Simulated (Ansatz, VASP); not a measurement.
**GaAs in VASP and in Ansatz**

The input INCAR:

```
PREC = Accurate
ENCUT = 520
EDIFF = 1E-6
ISMEAR = 0
SIGMA = 0.01
LREAL = False
LASPH = True
NELM = 80
ALGO = Normal
ISIF = 2
LWAVE = False
LCHARG = False
GGA = PE
NBANDS = 16
```

The input KPOINTS:

```
Automatic mesh
0
Gamma
  8 8 8
```

POSCAR

```
GaAs
1.0
    0.0000000000      2.8330850939      2.8330850939
    2.8330850939      0.0000000000      2.8330850939
    2.8330850939      2.8330850939      0.0000000000
Ga As
1 1
Direct
    0.0000000000      0.0000000000      0.0000000000
    0.2500000000      0.2500000000      0.2500000000
```

Input for Ansatz:

```yaml
crystal:
  lattice:
    - [0.0, 2.8330850939, 2.8330850939]
    - [2.8330850939, 0.0, 2.8330850939]
    - [2.8330850939, 2.8330850939, 0.0]
  atoms:
    - { symbol: Ga, position: [0.0, 0.0, 0.0] }
    - { symbol: As, position: [0.25, 0.25, 0.25] }
kpoints:
  mp_grid: { grid: [8, 8, 8] }
  band_path:
    path:
      - [0.0, 0.0, 0.0]
      - [-0.5, -0.5, 0.0]
      - [-0.375, -0.375, 0.25]
      - [-0.375, 0.0, 0.375]
      - [0.0, 0.0, 0.5]
      - [-0.5, -0.25, 0.25]
    npoints: 1
hamiltonian:
  xc: pbe
scf:
  occupations: { method: fixed }
  n_extra_bands: 4
output:
  forces: true
  stress: true
  eigenvalues: true
```

Alike in both runs: task single point; functional PBE; k mesh 8 × 8 × 8; no spin polarisation.

```csv
,VASP,Ansatz
version,VASP 6.6.1,Ansatz 0.2.0
potentials or method,"VASP PAW PBE potentials, release 64 (Ga_d, As)","plane waves, PAW"
plane-wave cutoff (eV),520,420
occupations,"gaussian, width 0.01 eV",fixed
valence electrons in the cell,18,28
```

```csv
,VASP,Ansatz,Ansatz less VASP
gap on the k mesh at the Fermi level (eV),0.47,0.47,-0.004
pressure (GPa),2.9,2.8,-0.17
```

The two sets of potentials don't hold the same shells in valence.
